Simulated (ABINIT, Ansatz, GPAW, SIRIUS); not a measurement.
One calculation of Sb, 5 ways

```xyz
2
Lattice="3.3545 0.0000 0.0000 -1.6773 2.9051 0.0000 0.0000 0.0000 5.4702" Properties=species:S:1:pos:R:3 pbc="T T T"
Sb    1.6773    0.9684    4.1026
Sb    0.0000    1.9367    1.3675
```

This isn't the form of Sb at room conditions, which is rhombohedral.

Alike in all runs: task single point; functional PBEsol; k mesh 9 × 9 × 5; occupations fermi-dirac, width 0.05 eV; no spin polarisation; no spin-orbit coupling. Pressure is positive in compression and, in plane waves, holds the error of the finite cutoff, which Ansatz's Pulay term estimates and takes out.

```
                                        program and potentials  plane-wave cutoff (eV)                                                                                   notes  pressure (GPa)
                                            Ansatz, Ansatz PAW                     420  potentials made for PBE, which Ansatz adapts in part; Pulay term of +0.04 GPa included           -1.59
               ABINIT, PseudoDojo NC SR PBEsol v0.4.1 standard                    1088                                                                                       -           -1.61
SIRIUS, PseudoDojo 0.4.1 PBEsol standard (scalar relativistic)                    1102                                                                                       -           -1.57
                Ansatz, all-electron LAPW, scalar-relativistic                       -                                                                                       -           -1.58
             GPAW, PAW data sets generated for this functional                     600                                                                                       -           -1.93
```

The pressure spans -1.93 (GPAW, PAW data sets generated for this functional) to -1.57 GPa (SIRIUS, PseudoDojo 0.4.1 PBEsol standard (scalar relativistic)), with all-electron results at -1.58.

The functional is the same throughout but for its coding, so the spread measures potentials, basis and numerics; runs on potential files found faulty are left out.
